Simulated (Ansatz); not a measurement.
## Al3Ni2: strain energy, fitted

Al3Ni2, P-3m1, a = 4.007 Å, c = 4.862 Å. Ansatz: r2SCAN, PAW, 500 eV, Γ-centred 12×12×8 mesh on 5 atoms, Gaussian smearing 0.10 eV; no spin polarisation. Series: biaxial strain in the a-b plane, c and atoms relaxed; x is the strain in per cent. y is the free energy over the unstrained cell, V0 = 13.518 Å³/atom.

```tsv
x (%)	y (meV/atom)
-3.0	?
-2.0	11.95
-1.0	2.93
0.0	0.00
1.0	2.84
2.0	11.07
3.0	24.30
```

Question: Fit y = c2 x² + c3 x³ to the other rows, turn c2 into a modulus, and predict the missing energy.

Answer: Least squares on the rows shown. y = 2.8744 x² − 0.057633 x³. In eV per unit strain² c2 is 28.74; M is the biaxial modulus (E = M V0 ε²): 28.74 × 160.2 / (13.518) = 341 GPa. At x = -3.0 the fit asked for gives 27.43 meV/atom. The run gave 27.24 meV/atom, so the fit is 0.19 meV/atom too high, 0.7 % of the span of the series, against an rms of 0.02 meV/atom on the fitted rows. The row lies outside the fitted range. With a term in x⁴ added, a fit to the same known rows predicts 27.26 meV/atom, so most of the miss is curvature that the known rows already hold.